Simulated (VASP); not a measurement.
Runs of VASP 6.6.1 on FeO (Wuestite). It takes space group Fm-3m (No. 225, cubic). Conventional cell: a = 4.311 Å, b = 4.311 Å, c = 4.311 Å, α = 90.00°, β = 90.00°, γ = 90.00°. Fe (site symmetry m-3m) is surrounded by 6 O at 2.16 Å. O (site symmetry m-3m) is surrounded by 6 Fe at 2.16 Å. 

```csv
task,level,potentials or basis,cell,k mesh,cutoff (eV),smearing,gap on the mesh (eV),pressure (GPa),moment (μB),relaxed volume (Å³/atom)
relaxation of cell and atoms,PBE+MBD,"VASP PAW PBE potentials, release 64 (Fe, O)",relaxed,8 × 8 × 8,600,fermi-dirac 0.05 eV,none,0.0,4.00,(b)
single point,PBE,"VASP PAW PBE potentials, release 64 (Fe, O)",as given,11 × 11 × 11,520,fermi-dirac 0.05 eV,none,-0.1,4.00,-
relaxation of cell and atoms,rev-vdW-DF2,"VASP PAW PBE potentials, release 64 (Fe, O)",relaxed,8 × 8 × 8,600,fermi-dirac 0.05 eV,none,0.0,4.00,9.79
relaxation of cell and atoms,PBE,"VASP PAW PBE potentials, release 64 (Fe, O)",relaxed,8 × 8 × 8,600,fermi-dirac 0.05 eV,none,-0.2,4.00,10.01
relaxation of cell and atoms,revPBE,"VASP PAW PBE potentials, release 64 (Fe, O)",relaxed,8 × 8 × 8,600,fermi-dirac 0.05 eV,none,0.0,4.00,(a)
relaxation of cell and atoms,RPBE,"VASP PAW PBE potentials, release 64 (Fe, O)",relaxed,8 × 8 × 8,600,fermi-dirac 0.05 eV,none,-0.1,4.00,10.31
single point,RPBE,"VASP PAW PBE potentials, release 64 (Fe_pv, O)",as given,11 × 11 × 11,520,gaussian 0.05 eV,none,5.3,4.00,-
relaxation of cell and atoms,AM05,"VASP PAW PBE potentials, release 64 (Fe, O)",relaxed,8 × 8 × 8,600,fermi-dirac 0.05 eV,none,0.1,4.00,9.58
relaxation of cell and atoms,PBE+MBD-FI,"VASP PAW PBE potentials, release 64 (Fe, O)",relaxed,8 × 8 × 8,600,fermi-dirac 0.05 eV,none,0.0,4.00,9.67
relaxation of cell and atoms,LDA,"VASP PAW LDA potentials, release 64 (Fe, O)",relaxed,8 × 8 × 8,600,fermi-dirac 0.05 eV,none,-0.2,3.80,9.13
relaxation of cell and atoms,PBE+TS,"VASP PAW PBE potentials, release 64 (Fe, O)",relaxed,8 × 8 × 8,600,fermi-dirac 0.05 eV,none,-0.1,4.00,9.72
```

Alike in all rows: spin collinear, ferromagnetic start.

Question: Estimate the missing entries.

Answer: (a) 10.22; (b) 9.66.

Caveats: a cell with one magnetic atom can't hold antiferromagnetic order, which such compounds often take; semilocal functionals often make such compounds metallic where correlation or magnetic order opens a gap, which also shifts bond lengths; the PAW data sets were made with another functional, which shifts forces and pressure a little (some runs); pairwise dispersion overbinds metals, which lowers pressure and volume (some runs); atom-pairwise D2, TS and ULG terms overbind metals (some runs).

A k mesh can miss the band edges.

A gap of «none» marks a metal or a gap under the smearing width.

Not every run made on this cell is shown here.
